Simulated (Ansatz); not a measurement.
# Ge (I4/mmm) in Ansatz: relaxation of cell and atoms with HF

Aim: the relaxation of cell and atoms of Ge with HF.

All numbers are computed with Ansatz 0.2.0; they aren't measurements. Logs are shortened: lines on timing, memory, paths and dates and some standing lists are left out, and cuts for length are marked.

## Step 1: The structure

The structure is tetragonal, space group I4/mmm (No. 139). Conventional cell: a = 3.217 Å, b = 3.217 Å, c = 3.746 Å, α = 90.00°, β = 90.00°, γ = 90.00°. Ge (site symmetry 4/mmm) has 12 Ge at 2.95 to 3.22 Å as nearest neighbours.

The cell was built by a generator and needn't be a form met in nature.

## Step 2: Relaxation of cell and atoms, HF

input reads:

```
crystal:
  lattice:
    - [-1.60842, 1.60842, 1.87318]
    - [1.60842, -1.60842, 1.87318]
    - [1.60842, 1.60842, -1.87318]
  atoms:
    - { symbol: Ge, position: [0.5, 0.5, 0.0] }
hamiltonian:
  xc: hf
  pseudopotentials: { kind: paw }
kpoints:
  mp_grid: { grid: [6, 6, 6] }
scf:
  occupations: { method: fermi_dirac, width: 0.05 }
output:
  forces: true
  stress: true
  eigenvalues: true
relax:
  f_tol: 0.01
  max_steps: 40
  cell: { stress_tol: 0.05 }
```

Potentials or basis: Ansatz PAW.

What it wrote:

```text
GPUs: using 1 of 1 available (devices: 1).
Engine: ansatz 0.2.0, x86_64-unknown-linux-gnu
Pseudopotentials: kind: paw
Pseudopotential: Ge, paw, valence charge 14, recommended cutoff 420 eV (normal), Ge.paw.azcp
Functional definition: HF
  exchange = exact_x
  correlation = 0
device memory: the entry about to start is reckoned to put 0.4 GiB on a device that reports 61.1 GiB free (of which the cap on the GPU budget leaves the run 18.0 GiB)
GPU FFT provider: cuFFT
GPU libraries: cuBLAS 13.8.2, cuFFT 12.4.0, cuSOLVER 12.3.4
Crystal: 1 atoms, lattice volume = 19.384 Å³
Basis set: ecut = 420 eV, 363 PW (Γ)
Bands: 11, of which v1, the nominal top of the filled ones, is band 7 counted from 1 (6 counted from 0)
Symmetry: 16 space group operations
Space group: I4/mmm (ITA 139), of the structure as read, at distance tolerance 2.7e-5 Å
k-points: 30 of 216
Non-local potential: Ge, projectors of the file, l = 0: 2, l = 1: 2, l = 2: 3, l = 3: 1
PAW form: soft (Blöchl's): semilocal exchange-correlation on the pseudo side does not see the compensation charge
PAW frozen core: Ge, regenerated for the run's functional, and the local potential with it (the file was generated under x = pbe(κ = 0.804, μ = 0.2195149727645171), c = pbe(β = 0.06672455060314922))
PAW one-centre angular grid: Ge, 590 points (default); XC on 64 Gauss nodes
Initial density: superposition of atomic densities (neutral atoms: chi_scale 0, normalization atom), corrected by the library's trained network
Initial wavefunctions: pseudopotential atomic-orbital guess
GPU buffer pool allocated for 8000 grid points (all kernels)
GPU transforms: local potential and band sums: pruned to the plane-wave sphere, on 20×20×20
Functional: x = pbe(κ = 0.804, μ = 0.2195149727645171), c = none, warm-up for x = 0 pbe(κ = 0.804, μ = 0.2195149727645171) + 1 exact, c = none
SCF iter   1: F=—  HF=-4251.920967 eV  |F-HF|=—  |Δ(HF+E_count)|=         —  Δρ=1.04e-2  dr2=8.16e-3  ethr=1.77e-3  ⟨swp⟩=6.9  Hψ=1371  notcnv=0
preconditioner: auto → none  [metal: Δε(μ)=0.102 eV  Ē_g=26.646 eV  σ=0.050 eV  W_gap=0.46  n_scr=8 (ndim 8)  ℏωp=31.6 eV  f_vac=0.000  D(μ)=0.61/eV (n_scr^D=0)  sad-step TF]
SCF iter   2: F=—  HF=-4251.915402 eV  |F-HF|=—  |Δ(HF+E_count)|=   5.57e-3  Δρ=4.28e-3  dr2=2.89e-3  ethr=5.83e-5  ⟨swp⟩=3.3  Hψ=829  notcnv=0  defer=1
SCF iter   3: F=—  HF=-4251.915312 eV  |F-HF|=—  |Δ(HF+E_count)|=   8.97e-5  Δρ=2.11e-3  dr2=5.47e-4  ethr=2.06e-5  ⟨swp⟩=2.0  Hψ=540  notcnv=0
iter 4 solved again at ethr=1.68e-8 eV; its pass at ethr=3.91e-6 eV (dr2=2.35e-6 eV) is discarded
SCF iter   4: F=—  HF=-4251.915409 eV  |F-HF|=—  |Δ(HF+E_count)|=   9.68e-5  Δρ=1.78e-4  dr2=3.40e-6  ethr=1.68e-8  ⟨swp⟩=4.0  Hψ=1471  notcnv=0
eigensolver tolerance schedule calibrated: the retry pair's looser diagonalisation under-reported the residual by θ = 0.31 (0.13/decade); ethr = c·dr2/N_el runs at the constant in force after the calibration composes with the one it found (an armed cap, an earlier calibration), c = 5.9e-2
SCF iter   5: F=—  HF=-4251.915412 eV  |F-HF|=—  |Δ(HF+E_count)|=   3.30e-6  Δρ=1.12e-4  dr2=2.34e-6  ethr=1.43e-8  ⟨swp⟩=3.0  Hψ=753  notcnv=0
SCF iter   6: F=—  HF=-4251.915411 eV  |F-HF|=—  |Δ(HF+E_count)|=   9.16e-7  Δρ=3.08e-5  dr2=1.83e-7  ethr=9.80e-9  ⟨swp⟩=3.0  Hψ=595  notcnv=0
SCF iter   7: F=—  HF=-4251.915411 eV  |F-HF|=—  |Δ(HF+E_count)|=   7.67e-8  Δρ=3.08e-6  dr2=8.58e-10  ethr=7.66e-10  ⟨swp⟩=3.0  Hψ=605  notcnv=0
SCF iter   8: F=-4251.915411 eV  HF=-4251.915411 eV  |F-HF|=2.73e-12  |Δ(HF+E_count)|=   1.25e-9  Δρ=1.52e-7  dr2=2.69e-12  ethr=3.60e-12  ⟨swp⟩=3.7  Hψ=780  notcnv=0
SCF 1 converged in 8 iterations: F = -4251.915411 eV  dr2 = 2.69e-12
device memory: the entry about to start is reckoned to put 1.0 GiB on a device that reports 62.6 GiB free (of which the cap on the GPU budget leaves the run 18.0 GiB)
GPU FFT provider: cuFFT
GPU libraries: cuBLAS 13.8.2, cuFFT 12.4.0, cuSOLVER 12.3.4
Initial density: handed on by an earlier stage of this run
Initial wavefunctions: those handed on with the density
GPU buffer pool allocated for 8000 grid points (all kernels)
GPU transforms: local potential and band sums: pruned to the plane-wave sphere, on 20×20×20
Functional: x = 0 pbe(κ = 0.804, μ = 0.2195149727645171) + 1 exact, c = none
[... 300 lines left out ...]
Frozen-core exchange: fock
SCF iter   1: F=—  HF=-4254.933318 eV  |F-HF|=—  |Δ(HF+E_count)|=         —  Δρ=8.00e-5  dr2=6.20e-7  ethr=2.87e-6  ⟨swp⟩=3.1  Hψ=730  notcnv=0
preconditioner: auto → none  [insulator: Δε(μ)=1.083 eV  Ē_g=19.248 eV  σ=0.050 eV  W_gap=0.87  n_scr=8 (ndim 8)  ℏωp=15.1 eV  f_vac=0.000  D(μ)=0.16/eV (n_scr^D=0)]
SCF iter   2: F=—  HF=-4254.933320 eV  |F-HF|=—  |Δ(HF+E_count)|=   1.63e-6  Δρ=2.99e-5  dr2=1.76e-7  ethr=2.96e-9  ⟨swp⟩=4.0  Hψ=925  notcnv=0
SCF iter   3: F=—  HF=-4254.933320 eV  |F-HF|=—  |Δ(HF+E_count)|=   4.18e-7  Δρ=1.64e-5  dr2=6.20e-8  ethr=9.08e-10  ⟨swp⟩=3.2  Hψ=730  notcnv=0
SCF iter   4: F=—  HF=-4254.933320 eV  |F-HF|=—  |Δ(HF+E_count)|=   8.65e-8  Δρ=6.58e-6  dr2=5.52e-9  ethr=4.07e-10  ⟨swp⟩=3.2  Hψ=754  notcnv=0
SCF iter   5: F=-4254.933320 eV  HF=-4254.933320 eV  |F-HF|=1.08e-9  |Δ(HF+E_count)|=   7.77e-9  Δρ=1.52e-6  dr2=6.67e-10  ethr=2.75e-11  ⟨swp⟩=3.0  Hψ=710  notcnv=0
SCF 20 stopped early in 5 iterations: F = -4254.933320 eV  dr2 = 6.67e-10
[... 152 lines left out ...]
SCF iter   3: F=—  HF=-4254.934010 eV  |F-HF|=—  |Δ(HF+E_count)|=  1.82e-12  Δρ=1.52e-8  dr2=3.88e-11  ethr=1.00e-12  ⟨swp⟩=2.0  Hψ=539  notcnv=0
SCF iter   4: F=-4254.934010 eV  HF=-4254.934010 eV  |F-HF|=3.64e-12  |Δ(HF+E_count)|=  7.73e-11  Δρ=1.71e-7  dr2=1.05e-11  ethr=1.00e-12  ⟨swp⟩=3.2  Hψ=608  notcnv=0
SCF 30 stopped early in 4 iterations: F = -4254.934010 eV  dr2 = 1.05e-11
hybrid outer 4: dexx = +1.191e-10 eV, tail = 4.18e-11 eV, Δε = 4.19e-5 eV (about 1.49e-5 eV left of the loop's levels)
GPU FFT provider: cuFFT
GPU libraries: cuBLAS 13.8.2, cuFFT 12.4.0, cuSOLVER 12.3.4
GPU buffer pool allocated for 13824 grid points (all kernels)
GPU transforms: local potential and band sums: pruned to the plane-wave sphere, on 24×24×24
Exchange kernel: α = 1.0000, full range, Wigner–Seitz truncation, v(0) = 9442.1635 eV·Å³, q-mesh 6×6×6, nearest image of the exchange supercell L = 18.05 Å, pair-density grid 15×15×15, without the augmentation charges, whose exchange is taken in its separable form by FFT convolution over the k-point mesh (sized by the pseudopotential files, 18×18×16 at the most), smooth part of the exact exchange by density-matrix convolution in up to 1.16 GiB of GPU memory as planned if the GPU has room (build and FFT work areas not counted)
Frozen-core exchange: fock
SCF iter   1: F=—  HF=-4254.934010 eV  |F-HF|=—  |Δ(HF+E_count)|=         —  Δρ=1.20e-7  dr2=3.40e-12  ethr=1.00e-12  ⟨swp⟩=6.6  Hψ=987  notcnv=0
SCF iter   2: F=-4254.934010 eV  HF=-4254.934010 eV  |F-HF|=0.00e0  |Δ(HF+E_count)|=  1.82e-12  Δρ=5.34e-8  dr2=1.35e-12  ethr=1.00e-12  ⟨swp⟩=2.0  Hψ=539  notcnv=0
SCF 31 converged in 2 iterations: F = -4254.934010 eV  dr2 = 1.35e-12
  Residual-converged pass: ⟨swp⟩=3.1  Hψ=752  notcnv=0  max |occ|·‖R‖ = 9.7e-9 eV (tolerance 1.0e-8 eV)  dr2=1.34e-12  dr2_onsite=2.95e-14  max |Δocc| = 6.9e-25
hybrid outer 5: dexx = +1.478e-12 eV, tail = 2.77e-12 eV, Δε = 5.23e-6 eV (about 5.51e-6 eV left of the loop's levels)
relax step   6: F+E_penalty+E_count = -4254.93401024 eV  Δ(F+E_penalty+E_count) = -6.921e-4 eV  max|allowed force component| = 0.000e0 eV/Å  Δτ_max = 0.0000 Å  P = -0.027 GPa  Ω = 20.807 Å³  stress off target by 2.99e-2 GPa  SCF on the basis re-selected at this cell (its energy is not comparable with the rows above)  (29 SCF iters)
basis re-selected at this cell: Δ(F+E_penalty+E_count) = -6.921e-4 eV, ΔP = -0.042 GPa vs the last step (what re-selecting the basis moved, of the pressure what is left beyond the Pulay correction that the steps carried, after the strain that the cell walked since its last selection, with what the two solves' SCF thresholds leave and, on support functions, any second-order correction that the steps lacked; it is no measure of the basis error at this ecutwfc). The dense FFT grid was sized anew with the basis: this SCF ran on 24×24×24 points, the steps before it on 20×20×20, so part of this shift can come from that change (see relax.cell in the input reference). This SCF's stress stands 2.99e-2 GPa from its target on what of the cell is left free (relax.cell.stress_tol is 5.00e-2 GPa) and its largest allowed force component is 0.00e0 eV/Å (relax.f_tol is 1.00e-2 eV/Å): within both
hybrid SCF converged: 5 outer / 29 inner (+0 warm-up), last move |dexx| = 1.48e-12 eV, tail = 2.77e-12 eV
Stability not checked: this state was not tested for a lower state beside it, because the functional holds exact exchange (a hybrid, or Hartree-Fock), whose exchange loop this test does not read (fock_operator; see scf.lower_state_search)
Free energy (F): -4254.934010 eV
Frozen-core exchange: fock
Harris-Foulkes:  -4254.934010 eV  (|F-HF|=0.00e0)
Internal energy: -4254.932615 eV  (E = F + TS)
E sigma→0 (E₀):  -4254.933313 eV
Entropy (-TS):   -0.001395 eV (-1.395 meV/atom)
Fermi energy:    11.584599 eV
--- Per-component energies (eV) ---
  E_band       = -283.835837
  E_kinetic    = 105.666120
  E_local      = -2202.400182  (includes V_loc(G=0)·N_el)
  E_nonlocal   = 409.733647
  E_hartree    = 966.657519
  E_xc         = 0.000000
  E_vxc        = 0.000000  (∫ρ·V_xc dr)
  E_exx        = -240.224836  (= α·E_x^exact, valence–valence)
  E_paw        = -1811.104178  (= ΣΔE_a)
  E_vpaw       = -49.701096  (= ΣTr[D̂ρ^β])
  E_aug_tail   = 0.000316  (compensation charges beyond the density's cutoff)
  E_ewald      = -1481.826062
  E_core_change = -1.434960  (= ΣΔE_core)
  E_smearing   = -0.001395  (= −TS)
  E_closure    = 0.000000  (closes the sum)
  Σ components = -4254.934010   (vs F -4254.934010, Δ=9.09e-13)
--- Forces (eV/Å), atoms counted from 1 ---
  atom   1  Ge    -0.00000000     0.00000000     0.00000000
  max |Σ_I F_I| component: 2.91e-26 eV/Å
--- Stress (GPa, compression-positive) ---
       -0.029861      -0.000000       0.000000
       -0.000000      -0.029861      -0.000000
       -0.000000      -0.000000      -0.019878
  P = ⅓ Tr σ = -0.0265 GPa (-0.265 kbar)
--- Band table (eV; the first three rows and the last of 30) ---
  k-point 0: bands = ["-29.1812", "-29.1812", "-29.1802", "-29.1417", "-29.1016", "-9.3269", "24.3236", "24.7594", "24.7594", "29.7102", "29.7102"]
  k-point 1: bands = ["-29.1884", "-29.1779", "-29.1563", "-29.1396", "-29.1061", "-8.2528", "20.0592", "21.6396", "23.1945", "26.5563", "27.0701"]
  k-point 2: bands = ["-29.2025", "-29.1800", "-29.1355", "-29.1085", "-29.1055", "-5.0506", "9.4576", "18.8098", "21.1664", "24.1072", "24.1248"]
  k-point 29: bands = ["-29.2101", "-29.1777", "-29.1088", "-29.0896", "-29.0896", "5.4533", "6.7588", "13.0212", "13.0212", "18.2429", "18.8578"]
--- Relaxed structure (5 steps of the walk, 5 accepted, 1 SCFs on fresh bases) ---
  F+E_penalty+E_count = -4254.93401024 eV   max|allowed force component| = 0.000e0 eV/Å   (the final SCF, on the basis selected at the relaxed cell)
  cell:  # Å, volume = 20.8073 Å³
    - [-1.6763309344235915, 1.6763309344235915, 1.8511248301343086]
    - [1.6763309344235915, -1.6763309344235915, 1.8511248301343086]
    - [1.6763309344235915, 1.6763309344235915, -1.8511248301343086]
  atoms:
    - { symbol: Ge, position: [0.5000000000000001, 0.5000000000000001, -1.0014380927296103e-35] }
```

It took 41 s on 1 × NVIDIA H100 80GB HBM3 with 2 threads of AMD EPYC 7R13 (Zen 3), shared host; peak memory 1.8 GiB.

Results:

```
Free energy                            : -4254.9340 eV
Relaxed volume                         : 20.81 Å³/atom
Relaxed cell                           : a = 3.008 Å, b = 3.008 Å, c = 3.008 Å, α = 112.26°, β = 112.26°, γ = 104.03°
Space group after relaxing (to 0.05 Å) : I4/mmm (No. 139)
Energy gained by relaxing              : 52.8 meV/atom
Ionic steps                            : 6
Pressure after relaxing                : 0.0 GPa
Band gap on the k mesh                 : none (metal or under the smearing width)
```

Step by step:
```csv
step,energy change (eV),largest force (eV/Å),volume (Å³)
1,0.0000,0.0000,19.38
2,-0.0471,0.0000,20.75
3,-0.0519,0.0000,20.70
4,-0.0521,0.0000,20.76
5,-0.0521,0.0000,20.81
6,-0.0528,0.0000,20.81
```

Final structure:
```xyz
1
Lattice="-1.6763 1.6763 1.8511 1.6763 -1.6763 1.8511 1.6763 1.6763 -1.8511" Properties=species:S:1:pos:R:3 pbc="T T T"
Ge    0.0000    0.0000    1.8511
```

Caveat: the k mesh is coarse (spacing up to 0.46 Å⁻¹), so the values aren't converged, least of all with exact exchange; the plane-wave basis is chosen anew once the cell has moved, so the energies of steps on either side of that aren't comparable; the PAW data sets come from PBE, with cores solved anew for the run's functional, which leaves a small shift of forces and pressure.
